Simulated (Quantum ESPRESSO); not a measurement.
# Sn (I4_1/amd) in Quantum ESPRESSO: further runs

One crystal, Sn, is run at these levels: LDA, PBEsol; tasks: phonons, Wannier functions.

All numbers are computed with Quantum ESPRESSO 7.5; they aren't measurements. Logs are shortened: lines on timing, memory, paths and dates and some standing lists are left out, and cuts for length are marked.

## 1. The structure

It takes space group I4_1/amd (No. 141, tetragonal). The conventional cell has a = 5.880 Å, b = 5.880 Å, c = 3.199 Å, α = 90.00°, β = 90.00°, γ = 90.00°. Around Sn (site symmetry -4m2) lie 6 Sn at 3.05 to 3.20 Å.

## 2. Phonons, LDA

pw.in

```
&CONTROL
  calculation = 'scf'
  prefix = 'pwscf'
  outdir = './tmp'
  pseudo_dir = './pseudo'
  tprnfor = .true.
  tstress = .true.
  disk_io = 'low'
/
&SYSTEM
  ibrav = 0
  nat = 2
  ntyp = 1
  ecutwfc = 36
  ecutrho = 216
  nbnd = 21
  occupations = 'smearing'
  smearing = 'mv'
  degauss = 0.01999163
/
&ELECTRONS
  conv_thr = 4d-10
  electron_maxstep = 120
  mixing_beta = 0.5
/
ATOMIC_SPECIES
Sn   118.7100 Sn.LDA_PW-JTH.UPF
CELL_PARAMETERS angstrom
  -2.9401404553    2.9401404553    1.5993019889
   2.9401404553   -2.9401404553    1.5993019889
   2.9401404553    2.9401404553   -1.5993019889
ATOMIC_POSITIONS crystal
Sn     0.0000000000    0.0000000000    0.0000000000
Sn     0.7500000000    0.2500000000    0.5000000000
K_POINTS automatic
9 9 9 0 0 0
```

relax.in

```
&CONTROL
  calculation = 'vc-relax'
  prefix = 'pwscf'
  outdir = './tmp'
  pseudo_dir = './pseudo'
  tprnfor = .true.
  tstress = .true.
  disk_io = 'low'
  nstep = 40
  forc_conv_thr = 0.0001
  etot_conv_thr = 1d-06
/
&SYSTEM
  ibrav = 0
  nat = 2
  ntyp = 1
  ecutwfc = 36
  ecutrho = 216
  nbnd = 21
  occupations = 'smearing'
  smearing = 'mv'
  degauss = 0.01999163
/
&ELECTRONS
  conv_thr = 4d-10
  electron_maxstep = 120
  mixing_beta = 0.5
/
&IONS
  ion_dynamics = 'bfgs'
/
&CELL
  cell_dynamics = 'bfgs'
  press = 0
  press_conv_thr = 0.2
/
ATOMIC_SPECIES
Sn   118.7100 Sn.LDA_PW-JTH.UPF
CELL_PARAMETERS angstrom
  -2.9401404553    2.9401404553    1.5993019889
   2.9401404553   -2.9401404553    1.5993019889
   2.9401404553    2.9401404553   -1.5993019889
ATOMIC_POSITIONS crystal
Sn     0.0000000000    0.0000000000    0.0000000000
Sn     0.7500000000    0.2500000000    0.5000000000
K_POINTS automatic
9 9 9 0 0 0
```

scf2.in

```
&CONTROL
  calculation = 'scf'
  prefix = 'pwscf'
  outdir = './tmp'
  pseudo_dir = './pseudo'
  tprnfor = .true.
  tstress = .true.
  disk_io = 'low'
/
&SYSTEM
  ibrav = 0
  nat = 2
  ntyp = 1
  ecutwfc = 36
  ecutrho = 216
  nbnd = 21
  occupations = 'smearing'
  smearing = 'mv'
  degauss = 0.01999163
/
&ELECTRONS
  conv_thr = 1d-13
  electron_maxstep = 120
  mixing_beta = 0.5
  startingpot = 'file'
  startingwfc = 'file'
/
ATOMIC_SPECIES
Sn   118.7100 Sn.LDA_PW-JTH.UPF
CELL_PARAMETERS angstrom
  -2.8874208604    2.8874208604    1.5547380026
   2.8874208604   -2.8874208604    1.5547380026
   2.8874208604    2.8874208604   -1.5547380026
ATOMIC_POSITIONS crystal
Sn     0.0000000000    0.0000000000    0.0000000000
Sn     0.7500000000    0.2500000000    0.5000000000
K_POINTS automatic
9 9 9 0 0 0
```

ph.in

```
phonons of Sn
&INPUTPH
  prefix = 'pwscf'
  outdir = './tmp'
  tr2_ph = 1d-16
  fildyn = 'dyn'
  niter_ph = 60
  alpha_mix(1) = 0.4
/
0.0000000000 0.0000000000 0.0000000000
```

dynmat.in

```
&INPUT
  fildyn = 'dyn'
  asr = 'crystal'
  filout = 'dynmat.disp'
  fileig = 'dynmat.eig'
/
```

Potentials or basis: JTH 2.0 LDA.

Command:

```console
$ OMP_NUM_THREADS=1 pw.x -in pw.in > pw.out
$ OMP_NUM_THREADS=1 pw.x -in relax.in > relax.out
$ OMP_NUM_THREADS=1 pw.x -in scf2.in > scf2.out
$ OMP_NUM_THREADS=1 ph.x -in ph.in > ph.out
$ OMP_NUM_THREADS=1 dynmat.x -in dynmat.in > dynmat.out
```

pw.out:

```text
This program is part of the open-source Quantum ESPRESSO suite
     for quantum simulation of materials; please cite
         "P. Giannozzi et al., J. Phys.:Condens. Matter 21 395502 (2009);
         "P. Giannozzi et al., J. Phys.:Condens. Matter 29 465901 (2017);
         "P. Giannozzi et al., J. Chem. Phys. 152 154105 (2020);
     in publications or presentations arising from this work. More details at

     file Sn.LDA_PW-JTH.UPF: wavefunction(s)  0S 5P 0P 4D 0D renormalized
     Message from routine setup:
     using ibrav=0 with symmetry is DISCOURAGED, use correct ibrav instead

     G-vector sticks info
     --------------------
     sticks:   dense  smooth     PW     G-vecs:    dense   smooth      PW
     Sum         815     545    183                19983    10895    2127

     Using Slab Decomposition

     bravais-lattice index     =            0
     lattice parameter (alat)  =       8.4186  a.u.
     unit-cell volume          =     373.1842 (a.u.)^3
     number of atoms/cell      =            2
     number of atomic types    =            1
     number of electrons       =        28.00
     number of Kohn-Sham states=           21
     kinetic-energy cutoff     =      36.0000  Ry
     charge density cutoff     =     216.0000  Ry
     scf convergence threshold =      4.0E-10
     mixing beta               =       0.5000
     number of iterations used =            8  plain     mixing
     Exchange-correlation= SLA PW NOGX NOGC
                           (   1   4   0   0   0   0   0)

     celldm(1)=   8.418644  celldm(2)=   0.000000  celldm(3)=   0.000000
     celldm(4)=   0.000000  celldm(5)=   0.000000  celldm(6)=   0.000000

     crystal axes: (cart. coord. in units of alat)
               a(1) = (  -0.659971   0.659971   0.358994 )
               a(2) = (   0.659971  -0.659971   0.358994 )
               a(3) = (   0.659971   0.659971  -0.358994 )

     reciprocal axes: (cart. coord. in units 2 pi/alat)
               b(1) = ( -0.000000  0.757609  1.392781 )
               b(2) = (  0.757609 -0.000000  1.392781 )
               b(3) = (  0.757609  0.757609  0.000000 )

     PseudoPot. # 1 for Sn read from file:
     Sn.LDA_PW-JTH.UPF
     Pseudo is Projector augmented-wave + core cor, Zval = 14.0
     Generated using ATOMPAW code
     Shape of augmentation charge: BESSEL
     Using radial grid of 1090 points,  6 beta functions with:
                l(1) =   0
                l(2) =   0
                l(3) =   1
                l(4) =   1
                l(5) =   2
                l(6) =   2
     Q(r) pseudized with 0 coefficients

     atomic species   valence    mass     pseudopotential
     Sn               14.00   118.71000     Sn( 1.00)

     16 Sym. Ops., with inversion, found ( 8 have fractional translation)

   Cartesian axes

     site n.     atom                  positions (alat units)
         1        Sn     tau(   1) = (   0.0000000   0.0000000   0.0000000  )
         2        Sn     tau(   2) = (   0.0000000   0.6599709   0.1794970  )

     number of k points=    75  Marzari-Vanderbilt smearing, width (Ry)=  0.0200
                       cart. coord. in units 2pi/alat
        k(    1) = (   0.0000000   0.0000000   0.0000000), wk =   0.0027435
        k(    2) = (   0.0841788   0.0841788   0.0000000), wk =   0.0109739
        k(    3) = (   0.1683576   0.1683576   0.0000000), wk =   0.0109739
        k(    4) = (   0.2525364   0.2525364   0.0000000), wk =   0.0109739
        k(    5) = (   0.3367152   0.3367152   0.0000000), wk =   0.0109739
        k(    6) = (   0.0841788  -0.0000000   0.1547534), wk =   0.0219479
[... 67 lines left out ...]
        k(   74) = (   0.0000000  -0.0000000   1.2380274), wk =   0.0054870
        k(   75) = (  -0.0000000   0.6734303   0.0000000), wk =   0.0109739

     Dense  grid:    19983 G-vectors     FFT dimensions: (  40,  40,  40)

     Smooth grid:    10895 G-vectors     FFT dimensions: (  36,  36,  36)

     Check: negative core charge=   -0.000009

     Initial potential from superposition of free atoms

     starting charge      27.9978, renormalised to      28.0000
     Starting wfcs are   36 randomized atomic wfcs

     Self-consistent Calculation

     iteration #  1     ecut=    36.00 Ry     beta= 0.50
     Davidson diagonalization with overlap
     ethr =  1.00E-02,  avg # of iterations =  5.8

     Threshold (ethr) on eigenvalues was too large:
     Diagonalizing with lowered threshold

     Davidson diagonalization with overlap
     ethr =  2.59E-05,  avg # of iterations =  6.7

     total energy              =    -862.69683170 Ry
     estimated scf accuracy    <       0.00809871 Ry

     iteration #  2     ecut=    36.00 Ry     beta= 0.50
     Davidson diagonalization with overlap
     ethr =  2.89E-05,  avg # of iterations =  1.0
[... 36 lines left out ...]
     total energy              =    -862.69729178 Ry
     estimated scf accuracy    <          2.1E-09 Ry

     iteration #  8     ecut=    36.00 Ry     beta= 0.50
     Davidson diagonalization with overlap
     ethr =  7.49E-12,  avg # of iterations =  2.0

     End of self-consistent calculation

          k = 0.0000 0.0000 0.0000 (  1349 PWs)   bands (ev):

   -11.8654 -11.7879 -11.7428 -11.7347 -11.5902 -11.5902 -11.5798 -11.5798
   -11.4951 -11.3895  -1.4056   5.7785   7.7010   7.7010  12.7604  15.6726
    15.6726  16.2773  16.3580  19.4793  20.1349

          k = 0.0842 0.0842 0.0000 (  1343 PWs)   bands (ev):

   -11.8553 -11.7895 -11.7411 -11.7347 -11.5949 -11.5848 -11.5769 -11.5762
   -11.5009 -11.3994  -1.2967   5.0129   7.8315   8.2712  13.2558  14.7939
    15.0945  16.2224  16.3632  20.0061  20.1186
[... 151 lines left out ...]
          k = 0.3367 0.3367 0.3095 (  1357 PWs)   bands (ev):

   -11.7537 -11.7325 -11.7174 -11.7054 -11.6297 -11.5926 -11.5596 -11.5595
   -11.5296 -11.4954   1.0591   2.0074   9.7435  10.2229  11.3691  11.7258
    12.3581  12.3978  18.9081  19.6850  20.3510

          k =-0.0000-0.0000 0.3095 (  1353 PWs)   bands (ev):

   -11.8518 -11.7263 -11.7021 -11.6392 -11.6392 -11.6261 -11.5982 -11.5982
   -11.5004 -11.4009  -0.6621   6.3955   8.3570   8.3570  11.9990  12.0098
    13.3869  14.5842  14.5842  17.8793  17.8793

          k = 0.2525 0.1684 0.4643 (  1356 PWs)   bands (ev):

   -11.8086 -11.7113 -11.6825 -11.6773 -11.6536 -11.6128 -11.5656 -11.5383
   -11.5185 -11.4480   0.9486   4.5295   8.0981   8.9672  10.0094  11.5384
    13.4688  13.8863  16.0501  16.9070  17.5664
[... 25 lines left out ...]
          k = 0.4209 0.2525 0.6190 (  1358 PWs)   bands (ev):

   -11.7912 -11.7421 -11.7079 -11.6839 -11.6343 -11.5760 -11.5655 -11.5155
   -11.4876 -11.4695   2.9913   3.8456   6.0030   7.3848  11.1226  12.1258
    13.9459  14.1264  16.6789  17.0199  17.5903

          k =-0.0000-0.1684 0.6190 (  1365 PWs)   bands (ev):

   -11.8111 -11.7040 -11.6883 -11.6674 -11.6629 -11.6341 -11.5763 -11.5269
   -11.4771 -11.4296   1.6825   5.7830   7.4464   8.5227   8.7335  10.4956
    12.2865  13.6262  16.3396  17.3368  19.8616

          k = 0.0842-0.0842 0.6190 (  1358 PWs)   bands (ev):

   -11.8121 -11.7015 -11.6925 -11.6689 -11.6453 -11.6397 -11.5921 -11.5228
   -11.4775 -11.4250   1.5849   6.2023   7.2237   8.6492   9.3075   9.5935
    12.8261  12.8263  15.8914  18.6914  18.9590
[... 109 lines left out ...]
          k = 0.0000-0.0000 0.6190 (  1362 PWs)   bands (ev):

   -11.8107 -11.6936 -11.6936 -11.6878 -11.6328 -11.6328 -11.6078 -11.5183
   -11.4793 -11.4217   1.4853   6.5957   7.5645   8.7916   8.7916   9.3426
    12.6910  12.6910  15.2933  19.7227  19.7227

          k =-0.0000-0.0842 0.7738 (  1378 PWs)   bands (ev):

   -11.7904 -11.6945 -11.6900 -11.6631 -11.6431 -11.6344 -11.6125 -11.5344
   -11.4738 -11.4418   2.7488   4.9431   6.2486   7.8104   8.2181  10.5689
    13.5470  14.0557  17.0451  20.0467  20.8820

          k = 0.0000-0.1684 0.9285 (  1368 PWs)   bands (ev):

   -11.7745 -11.6981 -11.6766 -11.6533 -11.6383 -11.6217 -11.6055 -11.5532
   -11.5184 -11.4768   2.5974   3.6726   6.7547   6.8319   8.2106  12.0342
    14.7930  16.1917  19.4336  19.4796  20.6600
[... 31 lines left out ...]
          k =-0.5893-0.1684-0.1548 (  1367 PWs)   bands (ev):

   -11.7802 -11.7789 -11.6680 -11.6580 -11.6221 -11.5943 -11.5770 -11.5725
   -11.5471 -11.5294   1.5111   1.5818   6.6607   6.7304  12.1155  15.4055
    16.1775  16.5061  19.9074  20.3833  21.1783

          k =-0.0000 0.3367 0.0000 (  1373 PWs)   bands (ev):

   -11.8084 -11.7784 -11.7708 -11.6872 -11.5933 -11.5874 -11.5827 -11.5471
   -11.5349 -11.4615  -0.5363   3.3857   6.2252  10.3331  11.9781  15.5177
    15.5226  15.7453  16.5938  20.4389  20.4511

          k = 0.0842 0.4209 0.0000 (  1371 PWs)   bands (ev):

   -11.8026 -11.7825 -11.7450 -11.6597 -11.6154 -11.5836 -11.5738 -11.5528
   -11.5400 -11.4941   0.0005   2.6112   6.1969   8.9182  13.2517  15.1916
    15.2845  16.3728  17.3323  20.4619  20.4803

          k = 0.1684 0.5051 0.0000 (  1359 PWs)   bands (ev):

   -11.7985 -11.7920 -11.6997 -11.6539 -11.6266 -11.5975 -11.5620 -11.5597
   -11.5354 -11.5219   0.7364   1.6384   6.7807   7.7198  14.2425  14.8817
    15.2206  15.6032  19.4575  20.3497  20.4254

          k =-0.0000-0.0000 0.9285 (  1378 PWs)   bands (ev):

   -11.7688 -11.6696 -11.6679 -11.6679 -11.6490 -11.6214 -11.6214 -11.5489
   -11.5220 -11.4807   3.0134   3.7994   6.6389   6.6389   6.9226  12.8718
    15.4683  15.4683  18.5346  21.1232  21.1232

          k = 0.0000-0.0842 1.0833 (  1373 PWs)   bands (ev):

   -11.7631 -11.7324 -11.6393 -11.6318 -11.6253 -11.6137 -11.6009 -11.5785
   -11.5672 -11.5248   2.3702   2.8022   5.7830   6.1006   9.0807  14.9548
    17.1660  17.4305  20.2932  20.3648  21.1064
[... 25 lines left out ...]
          k = 0.0000-0.0000 1.2380 (  1362 PWs)   bands (ev):

   -11.7824 -11.7810 -11.6214 -11.6166 -11.6003 -11.6003 -11.5840 -11.5825
   -11.5825 -11.5759   2.1439   2.2749   5.1560   5.1560  11.7015  16.6673
    18.5317  18.5317  20.8450  21.3339  21.3339

          k =-0.0000 0.6734 0.0000 (  1378 PWs)   bands (ev):

   -11.8002 -11.7990 -11.6342 -11.6094 -11.6064 -11.5988 -11.5865 -11.5748
   -11.5700 -11.5690   1.7549   2.0971   5.0143   5.3639  14.6404  14.6477
    18.0505  18.5118  21.3267  22.3198  22.3379

     the Fermi energy is     9.5931 ev

!    total energy              =    -862.69729178 Ry
     total all-electron energy =      -862.697292 Ry
     estimated scf accuracy    <          3.2E-11 Ry
     smearing contrib. (-TS)   =       0.00060271 Ry
     internal energy E=F+TS    =    -862.69789449 Ry

     The total energy is F=E-TS. E is the sum of the following terms:
     one-electron contribution =    -103.25207265 Ry
     hartree contribution      =      97.66036540 Ry
     xc contribution           =     -56.13920303 Ry
     ewald contribution        =    -196.07531793 Ry
     one-center paw contrib.   =    -604.89166628 Ry

     convergence has been achieved in   8 iterations

     Forces acting on atoms (cartesian axes, Ry/au):

     atom    1 type  1   force =     0.00000000   -0.00000000    0.00000000
     atom    2 type  1   force =    -0.00000000    0.00000000   -0.00000000

     Total force =     0.000000     Total SCF correction =     0.000000

     Computing stress (Cartesian axis) and pressure

          total   stress  (Ry/bohr**3)                   (kbar)     P=      -36.59
  -0.00023703   0.00000000   0.00000000          -34.87        0.00        0.00
   0.00000000  -0.00023703   0.00000000            0.00      -34.87        0.00
   0.00000000   0.00000000  -0.00027204            0.00        0.00      -40.02

=------------------------------------------------------------------------------=
   JOB DONE.
=------------------------------------------------------------------------------=
```

It took 13 min on 1 thread of Arm Neoverse V2, shared host; peak memory 0.14 GiB.

What came out:

| Property | Result |
| --- | --- |
| Free energy | -11737.6223 eV |
| Relaxed volume | 25.92 Å³/atom |
| Relaxed cell | a = 4.369 Å, b = 4.369 Å, c = 4.369 Å, α = 97.27°, β = 97.27°, γ = 138.31° |
| Space group after relaxing (to 0.05 Å) | I4_1/amd (No. 141) |
| Pressure after relaxing | -0.3 GPa |
| Band gap on the k mesh | none (metal or under the smearing width) |
| Highest phonon frequency at Γ | 138 cm⁻¹ |

The path:
```tsv
step	energy change (eV)	largest force (eV/Å)	pressure (GPa)	volume (Å³)
1	0.0000	0.0000	-3.66	55.30
2	-0.0206	0.0000	-2.72	54.28
3	-0.0387	0.0000	-1.16	52.81
4	-0.0424	0.0000	0.14	51.75
5	-0.0425	0.0000	0.03	51.83
6	-0.0426	0.0000	-0.05	51.89
7	-0.0427	0.0000	-0.06	51.89
8	-0.0427	0.0000	-0.02	51.86
9	-0.0427	0.0000	0.00	51.85
```

Final structure:
```
Sn
1.0
    -2.88742    2.88742    1.55474
     2.88742   -2.88742    1.55474
     2.88742    2.88742   -1.55474
Sn
2
Cartesian
  0.0000 0.0000 0.0000
  0.0000 2.8874 0.7774
```

Phonon frequencies in cm⁻¹ (negative: imaginary):
```csv
q point,frequencies
"(0.000, 0.000, 0.000)",-4 -3 -3 48 138 138
```

Optical modes at Γ, degenerate ones joined:
| cm⁻¹ | components | symmetry | active in |
| --- | --- | --- | --- |
| 48 | 1 | B1g | Raman |
| 138 | 2 | Eg | Raman |

Caveat: the cutoff is low for these files, which shifts pressure and relaxed volume.

[end of part 1 of 2]
